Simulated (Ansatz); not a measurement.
Molecular dynamics of Si$_{16}$H

Input:

```yaml
crystal:
  lattice:
    - [0.0, 5.43, 5.43]
    - [5.43, 0.0, 5.43]
    - [5.43, 5.43, 0.0]
  atoms:
    - { symbol: Si, position: [0.01560079, 0.01567727, -0.00735093] }
    - { symbol: Si, position: [0.14168511, 0.14198481, 0.14107307] }
    - { symbol: Si, position: [-0.00683463, -0.00659247, 0.5111568] }
    - { symbol: Si, position: [0.12962245, 0.12980195, 0.61575493] }
    - { symbol: Si, position: [-0.00537214, 0.51345847, -0.0030062] }
    - { symbol: Si, position: [0.12197514, 0.64075057, 0.12050537] }
    - { symbol: Si, position: [-0.00351254, 0.50257472, 0.49439261] }
    - { symbol: Si, position: [0.12251724, 0.62132364, 0.6253259] }
    - { symbol: Si, position: [0.51320783, -0.00511604, -0.0029843] }
    - { symbol: Si, position: [0.64064353, 0.12214399, 0.12047752] }
    - { symbol: Si, position: [0.50243811, -0.0033525, 0.49437657] }
    - { symbol: Si, position: [0.62106382, 0.12275256, 0.62535576] }
    - { symbol: Si, position: [0.49629793, 0.49643123, 0.00147008] }
    - { symbol: Si, position: [0.62290869, 0.62319639, 0.12467488] }
    - { symbol: Si, position: [0.49775332, 0.49795732, 0.50042277] }
    - { symbol: Si, position: [0.62291476, 0.62310513, 0.62670439] }
    - { symbol: H, position: [0.20983489, 0.21009543, 0.26550149] }
magnetization:
  spin_polarized: true
basis:
  ecutwfc: 420.0
kpoints:
  mp_grid: { grid: [2, 2, 2] }
hamiltonian:
  xc: pbe
scf:
  occupations: { method: fermi_dirac, width: 0.02 }
  lower_state_search: "off"
md:
  timestep: 0.5
  n_steps: 110
  ensemble: nvt_langevin
  temperature: 1500.0
  initial_velocities: maxwell_boltzmann
  seed: 647665
  friction: 0.01
```

Run as:

```bash
$ ansatz run input.yaml --threads 1 --pin off --max-ram 3072MiB --backend cpu --events-out ev --progress --plain --runs-dir out
```

It starts from a relaxed structure.

Output, in part (step lines):

```
md step     0: t =     0.00 fs  T =  1411.8 K  F+E_penalty+E_count = -10185.77393623 eV  E_kin = 3.102240 eV  (13 SCF iters)
md step     1: t =     0.50 fs  T =  1373.0 K  F+E_penalty+E_count = -10185.76837629 eV  E_kin = 3.016964 eV  (5 SCF iters)
md step     2: t =     1.00 fs  T =  1328.3 K  F+E_penalty+E_count = -10185.75032320 eV  E_kin = 2.918757 eV  (5 SCF iters)
md step     3: t =     1.50 fs  T =  1313.9 K  F+E_penalty+E_count = -10185.72343272 eV  E_kin = 2.887093 eV  (6 SCF iters)
md step     4: t =     2.00 fs  T =  1318.0 K  F+E_penalty+E_count = -10185.69000813 eV  E_kin = 2.896259 eV  (6 SCF iters)
md step     5: t =     2.50 fs  T =  1347.4 K  F+E_penalty+E_count = -10185.65155131 eV  E_kin = 2.960748 eV  (6 SCF iters)
md step     6: t =     3.00 fs  T =  1364.1 K  F+E_penalty+E_count = -10185.60819964 eV  E_kin = 2.997594 eV  (6 SCF iters)
md step     7: t =     3.50 fs  T =  1366.2 K  F+E_penalty+E_count = -10185.56188570 eV  E_kin = 3.002052 eV  (5 SCF iters)
[... lines left out ...]
md step   109: t =    54.50 fs  T =   818.9 K  F+E_penalty+E_count = -10184.00950971 eV  E_kin = 1.799488 eV  (5 SCF iters)
md step   110: t =    55.00 fs  T =   826.7 K  F+E_penalty+E_count = -10184.00316581 eV  E_kin = 1.816653 eV  (5 SCF iters)
```

The steps, from the saved trajectory:

| time (fs) | T (K) | potential energy less start (eV) |
| --- | --- | --- |
| 0.0 | 1412 | 0.000 |
| 1.5 | 1314 | 0.051 |
| 3.0 | 1364 | 0.166 |
| 4.5 | 1344 | 0.313 |
| 6.0 | 1331 | 0.484 |
| 7.5 | 1262 | 0.669 |
| 9.0 | 1179 | 0.860 |
| 10.5 | 1110 | 1.064 |
| 12.0 | 1031 | 1.289 |
| 13.5 | 895 | 1.479 |
| 15.0 | 973 | 1.618 |
| 16.5 | 876 | 1.687 |
| 18.0 | 876 | 1.720 |
| 19.5 | 939 | 1.765 |
| 21.0 | 971 | 1.815 |
| 22.5 | 1037 | 1.862 |
| 24.0 | 1024 | 1.913 |
| 25.5 | 1026 | 1.964 |
| 27.0 | 951 | 2.011 |
| 28.5 | 928 | 2.045 |
| 30.0 | 895 | 2.063 |
| 31.5 | 879 | 2.062 |
| 33.0 | 900 | 2.038 |
| 34.5 | 912 | 2.004 |
| 36.0 | 905 | 1.974 |
| 37.5 | 897 | 1.947 |
| 39.0 | 825 | 1.918 |
| 40.5 | 768 | 1.901 |
| 42.0 | 777 | 1.877 |
| 43.5 | 780 | 1.855 |
| 45.0 | 738 | 1.831 |
| 46.5 | 768 | 1.801 |
| 48.0 | 780 | 1.777 |
| 49.5 | 792 | 1.765 |
| 51.0 | 799 | 1.760 |
| 52.5 | 839 | 1.753 |
| 54.0 | 858 | 1.758 |

All steps were run. The mean temperature of the second half is 44 % below the set value. A run of 0.055 ps of so small a system gives no equilibrium averages. Limits of this set-up: coarse k mesh.

Mean squared displacements from the first frame to the last, about the centre of mass: Si 0.09 Å², H 4.44 Å².

Last frame:

```xyz
17
Lattice="0.0000 5.4300 5.4300 5.4300 0.0000 5.4300 5.4300 5.4300 0.0000" Properties=species:S:1:pos:R:3
Si -0.141 0.090 0.200
Si 1.221 1.612 1.454
Si 2.694 2.521 -0.189
Si 4.134 3.688 1.189
Si 2.561 0.289 2.644
Si 3.980 1.353 4.244
Si 5.449 2.574 2.917
Si 6.884 3.978 3.922
Si -0.026 2.971 2.999
Si 1.487 4.258 4.531
Si 2.755 5.224 2.660
Si 4.093 6.564 3.906
Si 2.957 2.763 5.712
Si 4.069 4.393 6.866
Si 5.472 5.395 5.374
Si 6.932 6.617 6.764
H 3.121 3.913 3.856
```

Time of the run: 11 min on 1 thread of Arm Neoverse V1, on a shared host, peak memory 0.64 GiB.
